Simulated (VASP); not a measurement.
Write the native input for VASP 6.6.1 that does the following.

- Task: relaxation of cell and atoms
- Functional: PBEsol
- Potentials or basis: VASP PAW PBE potentials, release 64 (B, N)
- Cutoff: 600 eV
- k mesh: 14 × 14 × 14
- Occupations: gaussian, width 0.03 eV
- Spin: no spin polarisation
- Further INCAR settings: ALGO = Normal; EDIFF = 1e-06; IBRION = 2; EDIFFG = -0.01; NSW = 90; ISIF = 3

The structure of BN (Qingsongite) lies in POSCAR:

```
BN
1.0
    0.0000000000      1.8075000000      1.8075000000
    1.8075000000      0.0000000000      1.8075000000
    1.8075000000      1.8075000000      0.0000000000
B N
1 1
Direct
    0.0000000000      0.0000000000      0.0000000000
    0.2500000000      0.2500000000      0.2500000000
```

The input as run:

INCAR

```
SYSTEM = BN
  PREC = Accurate
  ENCUT = 600
  EDIFF = 1E-6
  ISMEAR = 0
  SIGMA = 0.03
  LREAL = .False.
  LASPH = .True.
  NELM = 80
  ALGO = Normal
  ISIF = 3
  LWAVE = .False.
  LCHARG = .False.
  GGA = PS
  IBRION = 2
  NSW = 90
  EDIFFG = -0.01
```

KPOINTS

```
Automatic mesh
0
Gamma
  14 14 14
  0 0 0
```

Potentials or basis: VASP PAW PBE potentials, release 64 (B, N).

Launch:

```console
$ cat potpaw_PBE.64/B/POTCAR potpaw_PBE.64/N/POTCAR > POTCAR
$ mpirun -np 1 vasp_std > vasp.out
```

It gave:

```json
{
 "Relaxed volume": "5.86 Å³/atom",
 "Relaxed cell": "a = 2.550 Å, b = 2.550 Å, c = 2.550 Å, α = 60.00°, β = 60.00°, γ = 60.00°",
 "Space group after relaxing (to 0.05 Å)": "F-43m (No. 216)",
 "Energy gained by relaxing": "0.3 meV/atom",
 "Ionic steps": "3",
 "Pressure after relaxing": "0.0 GPa",
 "Band gap on the k mesh": "4.28 eV, indirect (least direct gap 8.79 eV)"
}
```

Caveat: the PAW data sets were made with another functional, which shifts forces and pressure a little.

Wall time 23 s on 1 thread of Intel(R) Xeon(R) Platinum 8259CL CPU @ 2.50GHz (Skylake/Cascade Lake) (shared host), peak memory 0.12 GiB.
